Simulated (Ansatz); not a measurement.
Input:

```yaml
crystal:
  lattice:
    - [4.21832, 0.00000, 0.00000]
    - [0.00000, 11.06186, 0.00000]
    - [2.10916, 3.68729, 1.21772]
  atoms:
    - { symbol: Ge, position: [0.00000, 0.99332, 0.00000] }
    - { symbol: Te, position: [0.00000, 0.52769, 0.00000] }
```

The cell was relaxed by PBE-D3(BJ); by r2SCAN it stands under a pressure of -1.0 GPa.

Transport runs along the normal of the first two printed cell vectors, the (100) plane of the conventional cell.

No gap correction and no spin-orbit coupling; mid-gap is the computed energy nearest the middle.

Estimate the band gap and the smallest decay constant κ at mid-gap that Ansatz (an electronic-structure program) with r2SCAN returns for this system.

Gap 0.64 eV on a 24×24×24 mesh; κ = 0.065 1/Å, at (0.125, 0.500) of the in-plane reciprocal vectors. At the zone centre the slowest state has κ = 0.07 1/Å.
